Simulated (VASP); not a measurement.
Write the native input for VASP 6.6.1 that does the following.

- Task: relaxation of cell and atoms
- Functional: PBE
- Dispersion: D3(BJ)
- Potentials or basis: VASP PAW PBE potentials, release 64 (Mg, Ge_d)
- Cutoff: 600 eV
- k mesh: 10 × 10 × 10
- Occupations: gaussian, width 0.01 eV
- Spin: no spin polarisation
- Dipole correction: no
- Further INCAR settings: ALGO = Fast; EDIFF = 1e-07; IBRION = 2; EDIFFG = -0.01; NSW = 100; ISIF = 3

The structure of Mg2Ge lies in POSCAR:

```
Mg2Ge
1.0
    0.0000000000      3.1842958900      3.1842958900
    3.1842958900      0.0000000000      3.1842958900
    3.1842958900      3.1842958900      0.0000000000
Mg Ge
2 1
Direct
    0.7500000000      0.7500000000      0.7500000000
    0.2500000000      0.2500000000      0.2500000000
    0.0000000000      0.0000000000      0.0000000000
```

The cell comes from a database or a generator and needn't be the stable form of this composition.

These files were run (other wordings do the same):

INCAR

```
SYSTEM = Mg2Ge
PREC = Accurate
ENCUT = 600
EDIFF = 1E-7
ISMEAR = 0
SIGMA = 0.01
LREAL = .FALSE.
LASPH = .TRUE.
NELM = 60
ALGO = Fast
ISIF = 3
LWAVE = .FALSE.
LCHARG = .FALSE.
GGA = PE
IVDW = 12
IBRION = 2
NSW = 100
EDIFFG = -0.01
```

KPOINTS

```
Automatic mesh
0
G
  10 10 10
  0 0 0
```

Potentials or basis: VASP PAW PBE potentials, release 64 (Mg, Ge_d).

Command:

```bash
$ cat potpaw_PBE.64/Mg/POTCAR potpaw_PBE.64/Ge_d/POTCAR > POTCAR
$ mpirun -np 1 vasp_std > vasp.out
```

Results of the run:

| Quantity | Value |
| --- | --- |
| Relaxed volume | 21.01 Å³/atom |
| Relaxed cell | a = 4.467 Å, b = 4.467 Å, c = 4.467 Å, α = 60.00°, β = 60.00°, γ = 60.00° |
| Space group after relaxing (to 0.05 Å) | Fm-3m (No. 225) |
| Energy gained by relaxing | 1.9 meV/atom |
| Ionic steps | 2 |
| Pressure after relaxing | 0.0 GPa |
| Band gap on the k mesh | 0.12 eV, indirect (least direct gap 1.22 eV) |
| Dispersion energy per atom | -0.308 eV |

Run time: 98 s on 1 thread of Intel(R) Xeon(R) Platinum 8488C (Sapphire Rapids), on a shared host, peak memory 0.25 GiB.
